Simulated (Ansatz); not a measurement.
The system is Ga.

```
Ga
1.0
     2.77842    0.00000    0.00000
     0.00000    3.28161    0.00000
    -1.34343    0.00000    3.99027
Ga
2
Direct
  0.13460 0.75000 0.77017
  0.86540 0.25000 0.22983
```

This isn't the form of Ga at room conditions, which is orthorhombic.

```yaml
Program: Ansatz 0.2.0
Task: relaxation of cell and atoms
Functional: PBE
Potentials_or_basis: all-electron LAPW, scalar-relativistic
Basis_error_allowed: 0.001 eV/atom
k_mesh: 10 × 8 × 7
Occupations: fermi-dirac, width 0.05 eV
Spin: no spin polarisation
```

At the start: volume 18.19 Å³/atom.

Problem. How do energy, volume and symmetry change on relaxing?

Solution. Over 6 steps the energy falls by 12.8 meV/atom and the volume is 19.22 Å³/atom (+5.6 %); space group P2_1/m (No. 11, to 0.05 Å).

Step by step:
```
step  energy change (eV)  largest force (eV/Å)  volume (Å³)
   1              0.0000                0.0864        36.38
   2             -0.0233                0.0286        38.23
   3             -0.0254                0.0107        38.43
   4             -0.0256                0.0048        38.45
   5             -0.0256                0.0029        38.43
   6             -0.0256                0.0029        38.43
```

Final structure:
```xyz
2
Lattice="2.8471 0.0000 -0.0368 0.0000 3.2712 0.0000 -1.4295 0.0000 4.1448" Properties=species:S:1:pos:R:3 pbc="T T T"
Ga   -0.7452    2.4534    3.1797
Ga    2.1629    0.8178    0.9283
```
